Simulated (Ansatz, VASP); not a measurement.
**CdF2: VASP beside Ansatz**

The input POSCAR:

```
CdF2
1.0
   -0.0188215442      2.6877493542      2.6877493542
    2.6877493542     -0.0188215442      2.6877493542
    2.6877493542      2.6877493542     -0.0188215442
Cd F
1 2
Direct
    0.0000000000      0.0000000000      0.0000000000
    0.2502885381      0.2502885381      0.2502885381
    0.7497114619      0.7497114619      0.7497114619
```

The input INCAR.step1:

```
  PREC = Accurate
  ENCUT = 520
  ISMEAR = 0
  SIGMA = 0.01
  LREAL = F
  LASPH = T
  NELM = 60
  NBANDS = 20
  GGA = PE
  ALGO = Normal
  EDIFF = 1E-4
  LWAVE = T
  LCHARG = F
```

INCAR.step2

```
  PREC = Accurate
  ENCUT = 520
  EDIFF = 1E-7
  ISMEAR = 0
  SIGMA = 0.01
  LREAL = F
  LASPH = T
  NELM = 60
  ALGO = Normal
  ISIF = 2
  LWAVE = F
  LCHARG = F
  METAGGA = R2SCAN
  LMIXTAU = T
  NBANDS = 20
  ISTART = 1
```

The input KPOINTS:

```
Automatic mesh
0
Gamma
  8 8 8
```

Input for Ansatz:

```yaml
crystal:
  lattice:
    - [-0.0188215442, 2.6877493542, 2.6877493542]
    - [2.6877493542, -0.0188215442, 2.6877493542]
    - [2.6877493542, 2.6877493542, -0.0188215442]
  atoms:
    - { symbol: Cd, position: [0.0, 0.0, 0.0] }
    - { symbol: F, position: [0.2502885381, 0.2502885381, 0.2502885381] }
    - { symbol: F, position: [0.7497114619, 0.7497114619, 0.7497114619] }
kpoints:
  mp_grid: { grid: [8, 8, 8] }
  band_path:
    path:
      - [0.0, 0.0, 0.0]
      - [0.5, 0.0, 0.5]
      - [0.625, 0.25, 0.625]
      - [0.375, 0.375, 0.75]
      - [0.5, 0.5, 0.5]
      - [0.5, 0.25, 0.75]
      - [0.244792, -0.5, -0.25]
    npoints: 1
hamiltonian:
  xc: r2scan
scf:
  occupations: { method: fixed }
  n_extra_bands: 4
output:
  forces: true
  stress: true
  eigenvalues: true
  write_density: true
  write_potential: true
  elf: true
  volumetric_format: npy
```

Change from the starting cell: epitaxial_111 strain +0.5%.

Alike in both runs: task single point; functional r2SCAN; k mesh 8 × 8 × 8; no spin polarisation.

```csv
,VASP,Ansatz
version,VASP 6.6.1,Ansatz 0.2.0
potentials or method,"VASP PAW PBE potentials, release 64 (Cd, F)","plane waves, PAW"
plane-wave cutoff (eV),520,500
occupations,"gaussian, width 0.01 eV",fixed
valence electrons in the cell,26,34
```

Ansatz gave:

| Item | Value |
| --- | --- |
| gap on the k mesh at the Fermi level (eV) | 3.78 |
| pressure (GPa) | -0.4 |
| largest component of the traceless stress (GPa) | 0.18 |
| rms of the force components (eV/Å) | 0.003 |

Which values does VASP return?

gap on the k mesh at the Fermi level (eV): 3.74; pressure (GPa): 0.6; largest component of the traceless stress (GPa): 0.20; rms of the force components (eV/Å): 0.006.

Atom by atom the forces differ by 0.002 eV/Å (rms over components). The two sets of potentials don't hold the same shells in valence.

Caveats: the PAW data sets were made with another functional, which shifts forces and pressure a little (VASP). A k mesh can miss the band edges.
